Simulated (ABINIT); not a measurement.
Set up this calculation in ABINIT 10.8.3 (patched build), as the native input.

- Task: band structure
- Functional: PBE
- Potentials or basis: JTH PAW PBE v2.0
- Cutoff: 517 eV
- k mesh: 10 × 10 × 10
- Occupations: fermi-dirac, width 0.05 eV
- Spin: no spin polarisation
- Fine-grid cutoff: 1034.03 eV

ZrC:

```xyz
2
Lattice="0.0000 2.3650 2.3650 2.3650 0.0000 2.3650 2.3650 2.3650 0.0000" Properties=species:S:1:pos:R:3 pbc="T T T"
Zr    2.3650    2.3650    2.3650
C     0.0000    0.0000    0.0000
```

The input as run:

run.abi

```
# Datasets: ground state, then fixed potential
ndtset 2

# Pseudopotentials
pp_dirpath "./"
pseudos "Zr.GGA_PBE-JTH.xml, C.GGA_PBE-JTH.xml"

# Structure
acell 3*1.0 Angstrom
rprim
     0.0000000000     2.3650000000     2.3650000000
     2.3650000000     0.0000000000     2.3650000000
     2.3650000000     2.3650000000     0.0000000000
ntypat 2
znucl 40 6
natom 2
typat 1 2
xcart
     4.4692022847     4.4692022847     4.4692022847
     0.0000000000     0.0000000000     0.0000000000

# Plane-wave basis
ecut 517.016339 eV
pawecutdg 38.0
pawxcdev 0

# Exchange and correlation
ixc 11

# Bands and occupations
occopt 3
tsmear 0.00183747

# SCF cycle
nstep 100

# Output
iomode 3
prtwf 0
prteig 0
prtebands 0
enunit 1
prtden1 1
prtvha1 1
prtvclmb1 1
prtpot1 1

# Dataset 1
kptopt1 1
ngkpt1 10 10 10
nshiftk1 1
shiftk1 0.0 0.0 0.0
nband1 12
tolvrs1 1.0e-9

# Dataset 2: bands along G-X-W-K-G-L-U-W-L-K
iscf2 -2
getden2 1
nband2 18
nbdbuf2 4
tolwfr2 1.0e-11
kptopt2 -9
ndivsm2 6
prteig2 1
prtvol2 -3
kptbounds2
     0.0000000000     0.0000000000     0.0000000000
     0.5000000000     0.0000000000     0.5000000000
     0.5000000000     0.2500000000     0.7500000000
     0.3750000000     0.3750000000     0.7500000000
     0.0000000000     0.0000000000     0.0000000000
     0.5000000000     0.5000000000     0.5000000000
     0.6250000000     0.2500000000     0.6250000000
     0.5000000000     0.2500000000     0.7500000000
     0.5000000000     0.5000000000     0.5000000000
     0.3750000000     0.3750000000     0.7500000000
```

Potentials or basis: JTH PAW PBE v2.0.

Command:

```bash
$ abinit run.abi > log 2>&1
```

Results of the run:

* Pressure: -3.1 GPa
* Band gap on the k mesh: none (metal or under the smearing width)
* Valence electrons inside the program's atomic spheres: Zr 9.02; C 2.38

It took 26 s on 1 thread of Arm Neoverse V2 (shared host), peak memory 0.11 GiB.
